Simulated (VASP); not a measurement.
# CuAu (P4/mmm) in VASP: further runs

The runs below take CuAu through equation of state, with PBEsol, PBE.

Program: VASP 6.6.1. These are calculated values, not measurements. Logs are shortened: lines on timing, memory, paths and dates and some standing lists are left out, and cuts for length are marked.

## 1. The crystal as given

It takes space group P4/mmm (No. 123, tetragonal). Conventional cell: a = 2.811 Å, b = 2.811 Å, c = 3.685 Å, α = 90.00°, β = 90.00°, γ = 90.00°. Au (site symmetry 4/mmm) has 8 Cu at 2.71 Å and 4 Au at 2.81 Å as nearest neighbours. Cu (site symmetry 4/mmm) is surrounded by 8 Au at 2.71 Å and 4 Cu at 2.81 Å.

## 2. Equation of state, PBEsol, 13.68 Å³/atom (volume scaled by 0.94)

The input, INCAR:

```
PREC = Accurate ; ENCUT = 520
EDIFF = 1E-7 ; ISMEAR = -1
SIGMA = 0.05 ; LREAL = False
LASPH = True ; NELM = 60
ALGO = Normal ; ISIF = 2
LWAVE = False ; LCHARG = False
GGA = PS ; NBANDS = 18
```

The input, KPOINTS:

```
regular mesh
0
Gamma
  9 9 7
```

The input, POSCAR:

```
CuAu
1.0
    2.7533711214      0.0000000000      0.0000000000
    0.0000000000      2.7533711214      0.0000000000
    0.0000000000      0.0000000000      3.6097748106
Au Cu
1 1
Direct
    0.0000000000      0.0000000000      0.0000000000
    0.5000000000      0.5000000000      0.5000000000
```

Potentials or basis: VASP PAW PBE potentials, release 64 (Au, Cu).

Launch:

```
> cat potpaw_PBE.64/Au/POTCAR potpaw_PBE.64/Cu/POTCAR > POTCAR
> mpirun -np 1 vasp_std > vasp.out
```

OUTCAR:

```text
PREC = Accurate
   ENCUT = 520
   EDIFF = 1E-7
   ISMEAR = -1
   LREAL = False
   LASPH = True
   NELM = 60
   ISIF = 2
   GGA = PS

 Found     60 irreducible k-points:

 Following reciprocal coordinates:
            Coordinates               Weight
  0.000000  0.000000  0.000000      1.000000
  0.111111  0.000000  0.000000      4.000000
  0.222222  0.000000  0.000000      4.000000
  0.333333  0.000000  0.000000      4.000000
  0.444444  0.000000  0.000000      4.000000
  0.111111  0.111111  0.000000      4.000000
   k-points           NKPTS =     60   k-points in BZ     NKDIM =     60   number of bands    NBANDS=     18
   number of dos      NEDOS =    301   number of ions     NIONS =      2
   total plane-waves  NPLWV =  11200
   dimension x,y,z NGX =    20 NGY =   20 NGZ =   28
   dimension x,y,z NGXF=    40 NGYF=   40 NGZF=   56
   ions per type =               1   1
   NGX,Y,Z   is equivalent  to a cutoff of  12.08, 12.08, 12.90 a.u.
   NGXF,Y,Z  is equivalent  to a cutoff of  24.15, 24.15, 25.79 a.u.
 SYSTEM =  unknown system
   PREC   = accura    normal or accurate (medium, high low for compatibility)
   ISTART =      0    job   : 0-new  1-cont  2-samecut
   ICHARG =      2    charge: 1-file 2-atom 10-const
   ISPIN  =      1    spin polarized calculation?
   LNONCOLLINEAR =      F non collinear calculations
   LSORBIT =      F    spin-orbit coupling
   LASPH  =      T    aspherical Exc in radial PAW
   ENCUT  =  520.0 eV  38.22 Ry    6.18 a.u.   5.12  5.12  6.71*2*pi/ulx,y,z
   NELM   =     60;   NELMIN=  2; NELMDL= -5     # of ELM steps
   EDIFF  = 0.1E-06   stopping-criterion for ELM
   LREAL  =      F    real-space projection
   EDIFFG = 0.1E-05   stopping-criterion for IOM
   NSW    =      0    number of steps for IOM
   IBRION =     -1    ionic relax: 0-MD 1-quasi-New 2-CG
   NFREE  =      0    steps in history (QN), initial steepest desc. (CG)
   ISIF   =      2    stress and relaxation
   ISYM   =      2    0-nonsym 1-usesym 2-fastsym
   POTIM  = 0.5000    time-step for ionic-motion
   TEBEG  =    0.0;   TEEND  =   0.0 temperature during run
   PSTRESS=    0.0 pullay stress
   NELECT =      22.0000    total number of electrons
   NUPDOWN=      -1.0000    fix difference up-down
   EMIN   =  10.00;   EMAX   =-10.00  energy-range for DOS
   EFERMI =   0.00;   METHOD = LEGACY
   ISMEAR =    -1;   SIGMA  =   0.05  broadening in eV -4-tet -1-fermi 0-gaus
   EFERMI_NEDOS =   21; number of points for ismear=-14 and -15
   IALGO  =     38    algorithm
   IMIX   =      4    mixing-type and parameters
     AMIX     =   0.40;   BMIX     =  1.00
     AMIX_MAG =   1.60;   BMIX_MAG =  1.00
  volume/ion in A,a.u.               =      13.68        92.34
  Fermi-wavevector in a.u.,A,eV,Ry     =   1.522226  2.876590 31.527046  2.317173
  Thomas-Fermi vector in A             =   2.630834
   LORBIT       =      0    0 simple, 1 ext, 2 COOP (PROOUT), +10 PAW based schemes
   GGA     = PS    functional components
   LHFCALC =     F    Hartree Fock is set to
   AEXX    =    0.0000 exact exchange contribution
   IVDW    =     0    specifies the selected vdW correction
   LEPSILON=     F    determine dielectric tensor
   LRPA    =     F    only Hartree local field effects (RPA)
 non-spin polarized calculation
  energy-cutoff  :      520.00
  volume of cell :       27.37
 maximum number of plane-waves:       753
   NGX = 11   NGY = 11   NGZ = 13

 number of electron      21.9999976 magnetization

 Free energy of the ion-electron system (eV)
  ---------------------------------------------------
  ext. energy  EPLUGINS =         0.00000000
  ---------------------------------------------------
  free energy    TOTEN  =        -8.34986449 eV

  energy without entropy =       -8.34628920  energy(sigma->0) =       -8.34807684

 E-fermi :   9.4576     XC(G=0): -13.2012

 val. band max:        9.3996307096   @ k =   0.1111   0.1111   0.2857
 cond. band min:       9.4763257849   @ k =   0.3333   0.1111   0.4286
 fundamental gap:      0.0766950753
 Fermi energy:         9.4576255638

 k-point     1 :       0.0000    0.0000    0.0000
  band No.  band energies     occupation
      1      -0.9317      2.00000
      2       2.3736      2.00000
      3       2.5332      2.00000
      4       5.1828      2.00000
      5       5.1828      2.00000
      6       6.3758      2.00000
      7       6.4553      2.00000
      8       7.2396      2.00000
      9       7.7415      2.00000
     10       7.9916      2.00000
     11       7.9916      2.00000
     12      11.4636      0.00000
     13      18.0813      0.00000
     14      19.7227      0.00000
     15      19.7227      0.00000
     16      26.7717      0.00000
     17      27.0019      0.00000
     18      27.0210      0.00000

 k-point     2 :       0.1111    0.0000    0.0000
  band No.  band energies     occupation
      1      -0.6302      2.00000
      2       2.5186      2.00000
      3       2.7242      2.00000
      4       4.9937      2.00000
      5       5.2575      2.00000
      6       6.2425      2.00000
      7       6.5029      2.00000
      8       7.2276      2.00000
      9       7.5243      2.00000
     10       7.6008      2.00000
     11       7.9238      2.00000
     12      12.3380      0.00000
     13      17.3643      0.00000
     14      18.7264      0.00000
     15      20.2492      0.00000
     16      26.3553      0.00000
     17      27.1445      0.00000
     18      29.0682      0.00000

 k-point     3 :       0.2222    0.0000    0.0000
  band No.  band energies     occupation
      1       0.1984      2.00000
      2       2.8110      2.00000
      3       3.3552      2.00000
      4       4.4986      2.00000
      5       5.4681      2.00000
      6       5.8882      2.00000
      7       6.5521      2.00000
      8       6.8593      2.00000
      9       7.2802      2.00000
     10       7.3138      2.00000
     11       7.7304      2.00000
     12      14.1888      0.00000
     13      14.7042      0.00000
     14      18.4797      0.00000
     15      21.6744      0.00000
     16      24.9183      0.00000
     17      26.6021      0.00000
     18      28.8192      0.00000

 k-point     4 :       0.3333    0.0000    0.0000
  band No.  band energies     occupation
      1       1.3044      2.00000
      2       3.2081      2.00000
      3       3.9476      2.00000
      4       4.1570      2.00000
      5       5.4767      2.00000
      6       5.7680      2.00000
      7       6.4338      2.00000
      8       6.4418      2.00000
      9       7.0671      2.00000
     10       7.4499      2.00000
     11       7.5995      2.00000
     12      12.0179      0.00000
     13      16.4031      0.00000
     14      18.6101      0.00000
     15      23.1650      0.00000
     16      23.7122      0.00000
     17      24.4642      0.00000
     18      27.3963      0.00000

 k-point     5 :       0.4444    0.0000    0.0000
  band No.  band energies     occupation
      1       2.1622      2.00000
      2       3.6080      2.00000
      3       3.6557      2.00000
      4       4.5801      2.00000
      5       5.2125      2.00000
      6       6.0407      2.00000
      7       6.2344      2.00000
      8       6.2990      2.00000
      9       6.9336      2.00000
     10       7.1895      2.00000
     11       8.2865      2.00000
     12       9.9530      0.00010
     13      18.6720      0.00000
     14      19.0108      0.00000
     15      21.6659      0.00000
     16      22.0303      0.00000
     17      25.9913      0.00000
     18      26.1355      0.00000

 k-point     6 :       0.1111    0.1111    0.0000
  band No.  band energies     occupation
      1      -0.3297      2.00000
      2       2.7279      2.00000
      3       2.8435      2.00000
      4       4.9212      2.00000
      5       5.1754      2.00000
      6       6.0677      2.00000
      7       6.5647      2.00000
      8       7.1434      2.00000
      9       7.2357      2.00000
     10       7.4729      2.00000
     11       8.0035      2.00000
     12      13.0197      0.00000
     13      17.3751      0.00000
     14      18.3426      0.00000
     15      19.2769      0.00000
     16      27.3908      0.00000
     17      27.8183      0.00000
     18      28.5515      0.00000

 [... further k-points ...]

------------------------ aborting loop because EDIFF is reached ----------------------------------------

  FORCE on cell =-STRESS in cart. coord.  units (eV):
  Direction    XX          YY          ZZ          XY          YZ          ZX
  --------------------------------------------------------------------------------------
  -------------------------------------------------------------------------------------
  Total        1.2900600      1.2900600      1.1032857      0.0000000     -0.0000000      0.0000000
  in kB       75.5285014     75.5285014     64.5935211      0.0000000     -0.0000000      0.0000000
  external PRESSURE =      71.8835079 kB  Pullay stress =       0.0000000 kB

 VOLUME and BASIS-vectors are now :
 -----------------------------------------------------------------------------
  energy-cutoff  :      520.00
  volume of cell :       27.37
      direct lattice vectors                 reciprocal lattice vectors
     2.753371121  0.000000000  0.000000000     0.363191141  0.000000000  0.000000000
     0.000000000  2.753371121  0.000000000     0.000000000  0.363191141  0.000000000
     0.000000000  0.000000000  3.609774811     0.000000000  0.000000000  0.277025591

 POSITION                                       TOTAL-FORCE (eV/Angst)
 -----------------------------------------------------------------------------------
      0.00000      0.00000      0.00000         0.000000      0.000000      0.000000
      1.37669      1.37669      1.80489         0.000000      0.000000      0.000000
 -----------------------------------------------------------------------------------
    total drift:                               -0.000000      0.000000      0.000000

  FREE ENERGIE OF THE ION-ELECTRON SYSTEM (eV)
  ---------------------------------------------------
  free  energy   TOTEN  =        -8.3498644861 eV

  energy  without entropy=       -8.3462891995  energy(sigma->0) =       -8.34807684
```

Run time: 18 s. Hardware: 1 thread of AMD EPYC 7R13 (Zen 3), shared host; peak memory 0.12 GiB.

What came out:

| Property | Result |
| --- | --- |
| Free energy | -8.3499 eV |
| Pressure | 7.2 GPa |
| Band gap on the k mesh | none (metal or under the smearing width) |

Caveat: the PAW data sets were made with another functional, which shifts forces and pressure a little.

## 3. Equation of state, PBEsol, 13.97 Å³/atom (volume scaled by 0.96)

INCAR is that of step 2.

KPOINTS is that of step 2.

The input, POSCAR:

```
CuAu
1.0
    2.7727616977      0.0000000000      0.0000000000
    0.0000000000      2.7727616977      0.0000000000
    0.0000000000      0.0000000000      3.6351965976
Au Cu
1 1
Direct
    0.0000000000      0.0000000000      0.0000000000
    0.5000000000      0.5000000000      0.5000000000
```

Potentials or basis: VASP PAW PBE potentials, release 64 (Au, Cu).

Launch:

```
> cat potpaw_PBE.64/Au/POTCAR potpaw_PBE.64/Cu/POTCAR > POTCAR
> mpirun -np 1 vasp_std > vasp.out
```

It took 25 s on 1 thread of AMD EPYC 7R13 (Zen 3), shared host; peak memory 0.13 GiB.

It converged, with:

- Free energy: -8.3689 eV
- Pressure: 3.0 GPa
- Band gap on the k mesh: none (metal or under the smearing width)

Caveat: the PAW data sets were made with another functional, which shifts forces and pressure a little.

[end of part 1 of 2]
